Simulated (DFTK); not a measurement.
# C (Fd-3m) in DFTK: notebook

One crystal, C, is run at these levels: PBEsol, PBE; tasks: equation of state, single point.

All numbers are computed with DFTK 0.8.2; they aren't measurements. Logs are shortened: lines on timing, memory, paths and dates and some standing lists are left out, and cuts for length are marked.

**The experiment to reproduce.**

From “Equation of state of cubic boron nitride at high pressures and temperatures”, 2007, arxiv:cond-mat/0702656, for a bulk crystal of C: bulk modulus 444.8 ± 0.8 GPa.

The runs below are set against these values where they give the same quantity.

## (1) Starting point

The structure is cubic, space group Fd-3m (No. 227). The conventional cell has a = 3.567 Å, b = 3.567 Å, c = 3.567 Å, α = 90.00°, β = 90.00°, γ = 90.00°. C (site symmetry -43m) has 4 C at 1.54 Å as nearest neighbours.

This isn't the form of C at room conditions, which is graphite.

## (2) Equation of state, PBEsol

The input, run.jl:

```julia
using DFTK
using PseudoPotentialData
using Unitful, UnitfulAtomic
using LinearAlgebra, Printf
include("save.jl")
disable_threading()

# lattice vectors are the columns
lattice = austrip(1u"Å") * [           0.0        1.78337        1.78337;
                  1.78337            0.0        1.78337;
                  1.78337        1.78337            0.0]
symbols   = [:C, :C]
positions = [[0.75, 0.75, 0.75],
             [0.5, 0.5, 0.5]]
pseudopotentials = PseudoFamily("dojo.nc.sr.pbesol.v0_4_1.standard.upf")
elements = Dict(s => ElementPsp(s, pseudopotentials) for s in unique(symbols))
atoms    = [elements[s] for s in symbols]

build_model(lattice, positions; symmetries=true) =
    model_DFT(lattice, atoms, positions;
              functionals=PBEsol(),
              temperature=austrip(0.05u"eV"),
              smearing=Smearing.FermiDirac(),
              symmetries)
Ecut  = 41.0  # hartree
kgrid = [13, 13, 13]
tol   = 1e-6
to_GPa = ustrip(uconvert(u"GPa", 1u"hartree/bohr^3"))

results["points"] = []
for scale in [0.94, 0.96, 0.98, 1.0, 1.02, 1.04, 1.06]
    println("\n=== scale = ", scale)
    model = build_model(cbrt(scale) * lattice, positions)
    basis = PlaneWaveBasis(model; Ecut, kgrid)
    t0 = time()
    scfres = self_consistent_field(basis;
                                   tol,
                                   nbandsalg=AdaptiveBands(model; n_bands_converge=9))
    seconds = time() - t0
    @printf "SCF: %d iterations, %.1f s\n" scfres.n_iter seconds
    forces = compute_forces_cart(scfres)
    stress = compute_stresses_cart(scfres)
    @printf "V = %.5f Å^3  F = %.8f Ha  max force = %.5f eV/Å  p = %.4f GPa\n" ustrip(auconvert(u"Å^3", model.unit_cell_volume)) scfres.energies.total ustrip(auconvert(u"eV/Å", maximum(norm, forces))) (-tr(stress) / 3 * to_GPa)
    push!(results["points"], save_scf!(scfres; forces, stress, d=Dict{String,Any}("seconds" => seconds, "n_matvec" => get(scfres, :n_matvec, 0))))
end

# third-order Birch-Murnaghan fit in x = V^(-2/3)
V = [0.94, 0.96, 0.98, 1.0, 1.02, 1.04, 1.06] * abs(det(lattice))
E = [p["total"] for p in results["points"]]
x = V .^ (-2 / 3)
c = [x .^ 0 x x .^ 2 x .^ 3] \ E
Δ = c[3]^2 - 3c[2] * c[4]
if Δ > 0
    x0 = (-c[3] + sqrt(Δ)) / 3c[4]
    B0 = 4 / 9 * x0^(7 / 2) * (2c[3] + 6c[4] * x0)
    @printf "V0 = %.4f Å^3  B0 = %.2f GPa\n" ustrip(auconvert(u"Å^3", x0^(-3 / 2))) B0 * to_GPa
end
```

Potentials or basis: dojo.nc.sr.pbesol.v0_4_1.standard.upf (PBEsol).

Launch:

```bash
> julia --threads=1 run.jl  # save.jl only writes the numbers to a file and isn't shown; printed stress counts tension as positive; times include loading and compiling
```

Standard output:

```text
=== scale = 0.94
n     Energy            log10(ΔE)   log10(Δρ)   Diag   Δtime
---   ---------------   ---------   ---------   ----   ------
  1   -11.99771532990                   -0.71    3.7    2.37s
  2   -12.00628786163       -2.07       -1.75    1.8    1.94s
  3   -12.00644679574       -3.80       -2.30    2.3    1.12s
  4   -12.00645283020       -5.22       -3.35    1.7    1.64s
  5   -12.00645306373       -6.63       -4.08    2.7    1.94s
  6   -12.00645306514       -8.85       -4.68    2.1    932ms
  7   -12.00645306526       -9.91       -5.90    2.1    1.69s
  8   -12.00645306526      -11.45       -6.78    3.1    1.98s
SCF: 8 iterations, 13.7 s
V = 10.66307 Å^3  F = -12.00645307 Ha  max force = 0.00000 eV/Å  p = 27.1036 GPa

=== scale = 0.96
n     Energy            log10(ΔE)   log10(Δρ)   Diag   Δtime
---   ---------------   ---------   ---------   ----   ------
  1   -11.99930967615                   -0.72    3.7    2.10s
  2   -12.00742260455       -2.09       -1.74    1.7    1.48s
  3   -12.00757459825       -3.82       -2.31    2.4    1.04s
  4   -12.00758108789       -5.19       -3.30    1.8    1.62s
  5   -12.00758134059       -6.60       -4.12    2.5    1.10s
  6   -12.00758134191       -8.88       -4.78    2.2    1.65s
  7   -12.00758134201      -10.01       -5.76    2.2    1.01s
  8   -12.00758134201      -11.67       -6.97    2.6    1.76s
SCF: 8 iterations, 11.9 s
V = 10.88994 Å^3  F = -12.00758134 Ha  max force = 0.00000 eV/Å  p = 16.0182 GPa

=== scale = 0.98
n     Energy            log10(ΔE)   log10(Δρ)   Diag   Δtime
---   ---------------   ---------   ---------   ----   ------
  1   -12.00033211516                   -0.73    3.7    2.01s
  2   -12.00800673090       -2.11       -1.74    1.7    1.51s
  3   -12.00815317964       -3.83       -2.32    2.4    1.02s
  4   -12.00815937039       -5.21       -3.31    1.8    1.52s
  5   -12.00815961858       -6.61       -4.14    2.5    1.11s
  6   -12.00815961973       -8.94       -4.82    2.3    1.64s
  7   -12.00815961982      -10.07       -5.78    2.1    1.00s
  8   -12.00815961982      -11.74       -6.99    2.6    1.74s
SCF: 8 iterations, 11.7 s
V = 11.11682 Å^3  F = -12.00815962 Ha  max force = 0.00000 eV/Å  p = 5.9341 GPa

=== scale = 1.0
n     Energy            log10(ΔE)   log10(Δρ)   Diag   Δtime
---   ---------------   ---------   ---------   ----   ------
  1   -12.00083184002                   -0.74    3.7    2.09s
  2   -12.00808912154       -2.14       -1.73    1.6    1.56s
  3   -12.00822941463       -3.85       -2.33    2.4    1.04s
  4   -12.00823599543       -5.18       -3.26    1.8    1.67s
  5   -12.00823624638       -6.60       -4.21    2.3    1.08s
  6   -12.00823624739       -9.00       -4.94    2.6    1.75s
  7   -12.00823624745      -10.20       -5.73    2.2    1.04s
  8   -12.00823624745      -11.94       -6.86    2.2    1.67s
SCF: 8 iterations, 12.0 s
V = 11.34369 Å^3  F = -12.00823625 Ha  max force = 0.00000 eV/Å  p = -3.2462 GPa

=== scale = 1.02
n     Energy            log10(ΔE)   log10(Δρ)   Diag   Δtime
---   ---------------   ---------   ---------   ----   ------
  1   -12.00085621916                   -0.75    3.7    2.10s
  2   -12.00771493175       -2.16       -1.72    1.6    1.49s
  3   -12.00784997070       -3.87       -2.33    2.5    1.04s
  4   -12.00785650350       -5.18       -3.25    1.8    1.64s
  5   -12.00785675735       -6.60       -4.24    2.3    1.11s
  6   -12.00785675844       -8.96       -4.99    2.7    1.84s
  7   -12.00785675849      -10.27       -5.72    2.2    1.13s
  8   -12.00785675850      -12.02       -6.24    2.2    1.74s
SCF: 8 iterations, 12.2 s
V = 11.57056 Å^3  F = -12.00785676 Ha  max force = 0.00000 eV/Å  p = -11.6028 GPa

=== scale = 1.04
n     Energy            log10(ΔE)   log10(Δρ)   Diag   Δtime
---   ---------------   ---------   ---------   ----   ------
  1   -12.00044722954                   -0.76    3.7    2.38s
  2   -12.00692546136       -2.19       -1.72    1.6    1.02s
  3   -12.00705591678       -3.88       -2.34    2.4    1.96s
  4   -12.00706237909       -5.19       -3.24    1.9    1.07s
  5   -12.00706261902       -6.62       -4.30    2.3    1.93s
  6   -12.00706261998       -9.02       -5.14    2.8    1.96s
  7   -12.00706262001      -10.47       -5.79    2.5    1.23s
  8   -12.00706262001      -12.14       -6.49    2.1    1.90s
SCF: 8 iterations, 13.6 s
V = 11.79744 Å^3  F = -12.00706262 Ha  max force = 0.00000 eV/Å  p = -19.2070 GPa

=== scale = 1.06
n     Energy            log10(ΔE)   log10(Δρ)   Diag   Δtime
---   ---------------   ---------   ---------   ----   ------
  1   -11.99964167381                   -0.77    3.6    2.19s
  2   -12.00575778408       -2.21       -1.71    1.5    868ms
  3   -12.00588365039       -3.90       -2.35    2.4    1.99s
  4   -12.00589002711       -5.20       -3.23    1.9    1.66s
  5   -12.00589026619       -6.62       -4.35    2.2    1.09s
  6   -12.00589026728       -8.96       -5.27    2.9    1.91s
  7   -12.00589026730      -10.61       -5.91    2.8    1.20s
  8   -12.00589026730      -12.45       -6.16    2.1    1.77s
SCF: 8 iterations, 12.8 s
V = 12.02431 Å^3  F = -12.00589027 Ha  max force = 0.00000 eV/Å  p = -26.1292 GPa
V0 = 11.2661 Å^3  B0 = 449.00 GPa
```

Run time: 3.2 min. Hardware: 1 thread of AMD EPYC 9R45 (Zen 5), shared host; peak memory 1.7 GiB.

What came out:

```
Equilibrium volume                      : 5.63 Å³/atom
Bulk modulus                            : 449 GPa
Pressure derivative of the bulk modulus : 3.7
```

Energy against volume, from the lowest point:
| volume (Å³/atom) | energy (meV/atom) |
| --- | --- |
| 5.332 | 24.26 |
| 5.445 | 8.91 |
| 5.558 | 1.04 |
| 5.672 | 0.00 |
| 5.785 | 5.16 |
| 5.899 | 15.97 |
| 6.012 | 31.92 |

## (3) Single point, PBEsol, 5.33 Å³/atom (volume scaled by 0.94)

run.jl is that of step 2.

Potentials or basis: dojo.nc.sr.pbesol.v0_4_1.standard.upf (PBEsol).

Launch:

```bash
> julia --threads=1 run.jl  # one pass of the loop, scale = 0.94; save.jl only writes the numbers to a file and isn't shown; printed stress counts tension as positive; times include loading and compiling
```

Standard output:

```text
=== scale = 0.94
n     Energy            log10(ΔE)   log10(Δρ)   Diag   Δtime
---   ---------------   ---------   ---------   ----   ------
  1   -11.99771532990                   -0.71    3.7    2.37s
  2   -12.00628786163       -2.07       -1.75    1.8    1.94s
  3   -12.00644679574       -3.80       -2.30    2.3    1.12s
  4   -12.00645283020       -5.22       -3.35    1.7    1.64s
  5   -12.00645306373       -6.63       -4.08    2.7    1.94s
  6   -12.00645306514       -8.85       -4.68    2.1    932ms
  7   -12.00645306526       -9.91       -5.90    2.1    1.69s
  8   -12.00645306526      -11.45       -6.78    3.1    1.98s
SCF: 8 iterations, 13.7 s
V = 10.66307 Å^3  F = -12.00645307 Ha  max force = 0.00000 eV/Å  p = 27.1036 GPa
```

Run time: 14 s. Hardware: 1 thread of AMD EPYC 9R45 (Zen 5), shared host.

Results:

* Free energy: -326.7122 eV
* Pressure: 27.1 GPa
* Band gap on the k mesh: 4.20 eV, indirect (least direct gap 5.74 eV)

Caveat: an odd mesh through Γ misses points on the zone boundary, where band edges often lie.

## (4) Single point, PBEsol, 5.44 Å³/atom (volume scaled by 0.96)

run.jl is that of step 3.

Launch:

```bash
> julia --threads=1 run.jl  # one pass of the loop, scale = 0.96; save.jl only writes the numbers to a file and isn't shown; printed stress counts tension as positive; times include loading and compiling
```

Wall time 12 s (1 thread of AMD EPYC 9R45 (Zen 5), shared host).

The run converged. Its results:

```yaml
Free_energy: -326.7429 eV
Pressure: 16.0 GPa
Band_gap_on_the_k_mesh: 4.15 eV, indirect (least direct gap 5.68 eV)
```

Caveat: an odd mesh through Γ misses points on the zone boundary, where band edges often lie.

## (5) Single point, PBEsol, 5.56 Å³/atom (volume scaled by 0.98)

run.jl is that of step 4.

Launch:

```bash
> julia --threads=1 run.jl  # one pass of the loop, scale = 0.98; save.jl only writes the numbers to a file and isn't shown; printed stress counts tension as positive; times include loading and compiling
```

Run time: 12 s. Hardware: 1 thread of AMD EPYC 9R45 (Zen 5), shared host.

The run converged. Its results:

```
Free energy            : -326.7587 eV
Pressure               : 5.9 GPa
Band gap on the k mesh : 4.10 eV, indirect (least direct gap 5.62 eV)
```

Caveat: an odd mesh through Γ misses points on the zone boundary, where band edges often lie.

## (6) Single point, PBEsol, 5.67 Å³/atom

run.jl is that of step 5.

Potentials or basis: dojo.nc.sr.pbesol.v0_4_1.standard.upf (PBEsol).

Launch:

```bash
> julia --threads=1 run.jl  # one pass of the loop, scale = 1.0; save.jl only writes the numbers to a file and isn't shown; printed stress counts tension as positive; times include loading and compiling
```

Wall time 12 s (1 thread of AMD EPYC 9R45 (Zen 5), shared host).

The run converged. Its results:

| Property | Result |
| --- | --- |
| Free energy | -326.7608 eV |
| Pressure | -3.2 GPa |
| Band gap on the k mesh | 4.05 eV, indirect (least direct gap 5.56 eV) |

Caveat: an odd mesh through Γ misses points on the zone boundary, where band edges often lie.

## (7) Single point, PBEsol, 5.79 Å³/atom (volume scaled by 1.02)

run.jl is that of step 6.

Launch:

```bash
> julia --threads=1 run.jl  # one pass of the loop, scale = 1.02; save.jl only writes the numbers to a file and isn't shown; printed stress counts tension as positive; times include loading and compiling
```

It took 12 s on 1 thread of AMD EPYC 9R45 (Zen 5), shared host.

Results (log left out):

| Quantity | Value |
| --- | --- |
| Free energy | -326.7504 eV |
| Pressure | -11.6 GPa |
| Band gap on the k mesh | 4.01 eV, indirect (least direct gap 5.51 eV) |

Caveat: an odd mesh through Γ misses points on the zone boundary, where band edges often lie.

## (8) Single point, PBEsol, 5.90 Å³/atom (volume scaled by 1.04)

run.jl is that of step 7.

Launch:

```bash
> julia --threads=1 run.jl  # one pass of the loop, scale = 1.04; save.jl only writes the numbers to a file and isn't shown; printed stress counts tension as positive; times include loading and compiling
```

It took 14 s on 1 thread of AMD EPYC 9R45 (Zen 5), shared host.

Results (log left out):

* Free energy: -326.7288 eV
* Pressure: -19.2 GPa
* Band gap on the k mesh: 3.96 eV, indirect (least direct gap 5.45 eV)

Caveat: an odd mesh through Γ misses points on the zone boundary, where band edges often lie.

## (9) Single point, PBEsol, 6.01 Å³/atom (volume scaled by 1.06)

run.jl is that of step 8.

Potentials or basis: dojo.nc.sr.pbesol.v0_4_1.standard.upf (PBEsol).

Launch:

```bash
> julia --threads=1 run.jl  # one pass of the loop, scale = 1.06; save.jl only writes the numbers to a file and isn't shown; printed stress counts tension as positive; times include loading and compiling
```

Run time: 13 s. Hardware: 1 thread of AMD EPYC 9R45 (Zen 5), shared host.

It converged, with:

```
Free energy            : -326.6969 eV
Pressure               : -26.1 GPa
Band gap on the k mesh : 3.92 eV, indirect (least direct gap 5.40 eV)
```

Caveat: an odd mesh through Γ misses points on the zone boundary, where band edges often lie.

## (10) Equation of state, PBE

run.jl, as its differences from that of step 9:

```diff
@@ -14,3 +14,3 @@
              [0.5, 0.5, 0.5]]
-pseudopotentials = PseudoFamily("dojo.nc.sr.pbesol.v0_4_1.standard.upf")
+pseudopotentials = PseudoFamily("dojo.nc.sr.pbe.v0_4_1.standard.upf")
 elements = Dict(s => ElementPsp(s, pseudopotentials) for s in unique(symbols))
@@ -20,3 +20,3 @@
     model_DFT(lattice, atoms, positions;
-              functionals=PBEsol(),
+              functionals=PBE(),
               temperature=austrip(0.05u"eV"),
```

Potentials or basis: dojo.nc.sr.pbe.v0_4_1.standard.upf (PBE).

Launch:

```bash
> julia --threads=1 run.jl  # save.jl only writes the numbers to a file and isn't shown; printed stress counts tension as positive; times include loading and compiling
```

It took 3.2 min on 1 thread of Intel Xeon 6975P-C (Granite Rapids), shared host; peak memory 1.6 GiB.

The run converged. Its results:

```yaml
Equilibrium_volume: 5.70 Å³/atom
Bulk_modulus: 432 GPa
Pressure_derivative_of_the_bulk_modulus: 3.7
```

Energy against volume, from the lowest point:
```
volume (Å³/atom)  energy (meV/atom)
           5.332              35.45
           5.445              16.33
           5.558               4.74
           5.672               0.00
           5.785               1.51
           5.899               8.69
           6.012              21.05
```

## (11) Single point, PBE, 5.33 Å³/atom (volume scaled by 0.94)

run.jl is that of step 10.

Launch:

```bash
> julia --threads=1 run.jl  # one pass of the loop, scale = 0.94; save.jl only writes the numbers to a file and isn't shown; printed stress counts tension as positive; times include loading and compiling
```

Run time: 13 s. Hardware: 1 thread of Intel Xeon 6975P-C (Granite Rapids), shared host.

The run converged. Its results:

- Free energy: -327.4896 eV
- Pressure: 32.4 GPa
- Band gap on the k mesh: 4.34 eV, indirect (least direct gap 5.80 eV)

Caveat: an odd mesh through Γ misses points on the zone boundary, where band edges often lie.

## (12) Single point, PBE, 5.44 Å³/atom (volume scaled by 0.96)

run.jl is that of step 11.

Potentials or basis: dojo.nc.sr.pbe.v0_4_1.standard.upf (PBE).

Launch:

```bash
> julia --threads=1 run.jl  # one pass of the loop, scale = 0.96; save.jl only writes the numbers to a file and isn't shown; printed stress counts tension as positive; times include loading and compiling
```

Run time: 12 s. Hardware: 1 thread of Intel Xeon 6975P-C (Granite Rapids), shared host.

Results (log left out):

* Free energy: -327.5279 eV
* Pressure: 21.3 GPa
* Band gap on the k mesh: 4.29 eV, indirect (least direct gap 5.74 eV)

Caveat: an odd mesh through Γ misses points on the zone boundary, where band edges often lie.

## (13) Single point, PBE, 5.56 Å³/atom (volume scaled by 0.98)

run.jl is that of step 12.

Launch:

```bash
> julia --threads=1 run.jl  # one pass of the loop, scale = 0.98; save.jl only writes the numbers to a file and isn't shown; printed stress counts tension as positive; times include loading and compiling
```

It took 12 s on 1 thread of Intel Xeon 6975P-C (Granite Rapids), shared host.

It converged, with:

```yaml
Free_energy: -327.5511 eV
Pressure: 11.2 GPa
Band_gap_on_the_k_mesh: 4.25 eV, indirect (least direct gap 5.68 eV)
```

Caveat: an odd mesh through Γ misses points on the zone boundary, where band edges often lie.

## (14) Single point, PBE, 5.67 Å³/atom

run.jl is that of step 13.

Launch:

```bash
> julia --threads=1 run.jl  # one pass of the loop, scale = 1.0; save.jl only writes the numbers to a file and isn't shown; printed stress counts tension as positive; times include loading and compiling
```

It took 12 s on 1 thread of Intel Xeon 6975P-C (Granite Rapids), shared host.

The run converged. Its results:

```
Free energy            : -327.5605 eV
Pressure               : 1.9 GPa
Band gap on the k mesh : 4.20 eV, indirect (least direct gap 5.62 eV)
```

Caveat: an odd mesh through Γ misses points on the zone boundary, where band edges often lie.

## (15) Single point, PBE, 5.79 Å³/atom (volume scaled by 1.02)

run.jl is that of step 14.

Potentials or basis: dojo.nc.sr.pbe.v0_4_1.standard.upf (PBE).

Launch:

```bash
> julia --threads=1 run.jl  # one pass of the loop, scale = 1.02; save.jl only writes the numbers to a file and isn't shown; printed stress counts tension as positive; times include loading and compiling
```

Wall time 13 s (1 thread of Intel Xeon 6975P-C (Granite Rapids), shared host).

Results (log left out):

```
Free energy            : -327.5575 eV
Pressure               : -6.5 GPa
Band gap on the k mesh : 4.15 eV, indirect (least direct gap 5.57 eV)
```

Caveat: an odd mesh through Γ misses points on the zone boundary, where band edges often lie.

## (16) Single point, PBE, 5.90 Å³/atom (volume scaled by 1.04)

run.jl is that of step 15.

Launch:

```bash
> julia --threads=1 run.jl  # one pass of the loop, scale = 1.04; save.jl only writes the numbers to a file and isn't shown; printed stress counts tension as positive; times include loading and compiling
```

Run time: 13 s. Hardware: 1 thread of Intel Xeon 6975P-C (Granite Rapids), shared host.

It converged, with:

- Free energy: -327.5431 eV
- Pressure: -14.1 GPa
- Band gap on the k mesh: 4.11 eV, indirect (least direct gap 5.51 eV)

Caveat: an odd mesh through Γ misses points on the zone boundary, where band edges often lie.

## (17) Single point, PBE, 6.01 Å³/atom (volume scaled by 1.06)

run.jl is that of step 16.

Launch:

```bash
> julia --threads=1 run.jl  # one pass of the loop, scale = 1.06; save.jl only writes the numbers to a file and isn't shown; printed stress counts tension as positive; times include loading and compiling
```

Wall time 13 s (1 thread of Intel Xeon 6975P-C (Granite Rapids), shared host).

It converged, with:

```yaml
Free_energy: -327.5184 eV
Pressure: -21.1 GPa
Band_gap_on_the_k_mesh: 4.07 eV, indirect (least direct gap 5.46 eV)
```

Caveat: an odd mesh through Γ misses points on the zone boundary, where band edges often lie.

## (18) Comparison with measurements

Step 2. Measured bulk modulus of C: 444.8 GPa (quoted in “Equation of state of cubic boron nitride at high pressures and temperatures”, 2007, arxiv:cond-mat/0702656). This calculation gives 449 GPa (+0.9 %). 3 values of this kind are on record (442 to 444.8 GPa); this one was drawn at random among those near their median, those with a stated uncertainty first. The fit is for a static lattice scaled at fixed shape and fixed fractional positions. The cell as given is a measured one (5.67 Å³/atom); PBEsol puts the equilibrium volume -0.7 % from it, thermal expansion not counted.

Step 10. Against the measured bulk modulus of C, 444.8 GPa (quoted in “Equation of state of cubic boron nitride at high pressures and temperatures”, 2007, arxiv:cond-mat/0702656), the calculated 432 GPa is off by -2.8 %. 3 values of this kind are on record (442 to 444.8 GPa); this one was drawn at random among those near their median, those with a stated uncertainty first. The fit is for a static lattice scaled at fixed shape and fixed fractional positions. The cell as given is a measured one (5.67 Å³/atom); PBE puts the equilibrium volume +0.5 % from it, thermal expansion not counted.
